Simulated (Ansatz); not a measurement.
Ta, fcc: how the functional moves the structure

All rows: Ansatz, plane waves with scalar-relativistic PAW, 420 eV (500 eV for the SCAN forms), relaxed under each functional, no dispersion correction, no zero-point motion. B₀ comes from uniform scaling at fixed shape; a dash is a value not given.

| functional | V (Å³/atom) | cell | B₀ (GPa) | magnetic state | ΔE to bcc (meV/atom) |
| --- | --- | --- | --- | --- | --- |
| PBE | 18.83 | a = 4.223 Å | 190 | spin not included | 239 |
| r²SCAN | 18.62 | a = 4.208 Å | 198 | spin not included | 243 |
| PBEsol | 18.21 | a = 4.176 Å | 203 | spin not included | 265 |
| LDA | 17.76 | a = 4.141 Å | 210 | spin not included | 289 |
| revPBE | 19.06 | a = 4.241 Å | 185 | spin not included | 229 |
| RPBE | 19.16 | a = 4.247 Å | 183 | spin not included | 225 |
| BLYP | 19.39 | a = 4.265 Å | 177 | spin not included | 229 |

LDA gives the smallest volume and BLYP the largest.
